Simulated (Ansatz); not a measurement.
input.yaml for MgH$_{2}$ (Ansatz 0.2.0)

```yaml
crystal:
  lattice:
    - [0.0, 2.3810671667, 2.3810671667]
    - [2.3810671667, 0.0, 2.3810671667]
    - [2.3810671667, 2.3810671667, 0.0]
  atoms:
    - { symbol: Mg, position: [0.0, 0.0, 0.0] }
    - { symbol: H, position: [0.75, 0.75, 0.75] }
    - { symbol: H, position: [0.25, 0.25, 0.25] }
basis:
  ecutwfc: 420
  ecutrho_ratio: 2
kpoints:
  mp_grid: { grid: [8, 8, 8] }
hamiltonian:
  xc: pbe
scf:
  occupations: { method: gaussian, width: 0.1 }
  max_iter: 82
output:
  forces: true
  stress: true
  eigenvalues: true
```

Command:

```bash
ansatz run input.yaml --threads 1 --pin off --max-ram 1331MiB --backend cpu --events-out ev --progress --plain --runs-dir out
```

From the log (HF is the Harris–Foulkes energy, dr2 the density residual in eV):

```text
Warning: basis.ecutrho_ratio = 2 (ecutrho = 840 eV) is below the records' recommended 1680 eV
Pseudopotential: Mg, paw, valence charge 10, recommended cutoff 420 eV (normal)
Pseudopotential: H, paw, valence charge 1, recommended cutoff 420 eV (normal)
Crystal: 3 atoms, lattice volume = 26.999 Å³
Basis set: ecut = 420 eV, 531 PW (Γ), exchange–correlation on 40×40×40 points (8 copies of the dense FFT grid, shifted against one another)
Bands: 10, of which v1, the nominal top of the filled ones, is band 6 counted from 1 (5 counted from 0)
Symmetry: 48 space group operations
Space group: Fm-3m (ITA 225), of the structure as read, at distance tolerance 3.0e-5 Å
k-points: 29 of 512
Initial density: superposition of atomic densities, corrected by the library's trained network
SCF iter   1: HF=-1955.764385 eV  Δρ=3.43e-3  dr2=2.80e-3
SCF iter   2: HF=-1955.763789 eV  Δρ=1.79e-3  dr2=8.84e-4
SCF iter   3: HF=-1955.763540 eV  Δρ=3.75e-4  dr2=1.15e-5
SCF iter   4: HF=-1955.763347 eV  Δρ=6.02e-5  dr2=5.99e-7
SCF iter   5: F=-1955.763347 eV  HF=-1955.763347 eV  Δρ=1.79e-5  dr2=3.50e-8
SCF iter   6: F=-1955.763347 eV  HF=-1955.763347 eV  Δρ=1.93e-6  dr2=3.23e-10
SCF 1 converged in 6 iterations: F = -1955.763347 eV  dr2 = 3.23e-10
SCF converged after 6 iterations
Free energy (F): -1955.763347 eV
E sigma→0 (E₀):  -1955.762586 eV
Entropy (-TS):   -0.001522 eV (-0.507 meV/atom)
Fermi energy:    5.813660 eV
--- Forces (eV/Å), atoms counted from 1 ---
  atom   1  Mg    -0.00000000     0.00000000     0.00000000
  atom   2  H     -0.00000000    -0.00000000    -0.00000000
  atom   3  H      0.00000000     0.00000000    -0.00000000
--- Stress (GPa, compression-positive) ---
       -0.245379       0.000000      -0.000000
        0.000000      -0.245379       0.000000
        0.000000      -0.000000      -0.245379
  P = ⅓ Tr σ = -0.2454 GPa (-2.454 kbar)
```

The inputs are trials, many of them unsound on purpose. Their numbers show the effect of the settings and aren't properties of the material.